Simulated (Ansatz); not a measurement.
Write the native input for Ansatz 0.2.0 that does the following.

```
Task                : single point
Functional          : PBE
Potentials or basis : Ansatz PAW
Cutoff              : 420 eV (not typed: the program's choice for these potentials)
k mesh              : 12 × 12 × 12
Occupations         : gaussian, width 0.03 eV
Spin                : no spin polarisation
```

The system is Si2Mo.

```
Mo Si
1.0
    -1.60000    1.60000    3.93050
     1.60000   -1.60000    3.93050
     1.60000    1.60000   -3.93050
Mo Si
1 2
Direct
  0.00000 0.00000 0.00000
  0.66700 0.66700 0.00000
  0.33300 0.33300 0.00000
```

These files were run (other wordings do the same):

input.yaml

```yaml
crystal:
  lattice:
    - [-1.6, 1.6, 3.9305]
    - [1.6, -1.6, 3.9305]
    - [1.6, 1.6, -3.9305]
  atoms:
    - { symbol: Mo, position: [0.0, 0.0, 0.0] }
    - { symbol: Si, position: [0.667, 0.667, 0.0] }
    - { symbol: Si, position: [0.333, 0.333, 0.0] }
hamiltonian:
  xc: pbe
  pseudopotentials: { kind: paw }
kpoints:
  mp_grid: { grid: [12, 12, 12] }
scf:
  occupations: { method: gaussian, width: 0.03 }
output:
  forces: true
  stress: true
  eigenvalues: true
  write_density: true
  write_potential: true
  elf: true
  volumetric_format: npy
```

Potentials or basis: Ansatz PAW.

Command:

```console
$ ansatz run input.yaml --threads 2 --pin off --max-ram 5632MiB --backend cpu --events-out ev --progress --plain --runs-dir out
```

It gave:

| Item | Value |
| --- | --- |
| Pressure | 2.2 GPa |
| Largest force | 0.276 eV/Å |
| Band gap on the k mesh | none (metal or under the smearing width) |

Wall time 1.5 s on 2 threads of AMD EPYC 9R45 96-Core Processor (Zen 5), with other jobs on the host, peak memory 0.46 GiB.
